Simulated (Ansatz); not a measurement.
Structure types of Zr were relaxed at one common pressure (all-electron LAPW in Ansatz 0.2.0 under PBE, scalar-relativistic, no spin polarisation, zero temperature). They take these volumes:

```
   type  space group  V (Å³/atom)
    hcp     P6_3/mmc        15.86
     sc        Pm-3m        16.16
diamond        Fd-3m        17.52
  omega       P6/mmm        16.04
```

**Question.** At about which pressure, and is the densest type also the lowest in enthalpy?

**Answer.** 64 GPa. The densest is hcp, and it is also the lowest in enthalpy among these.
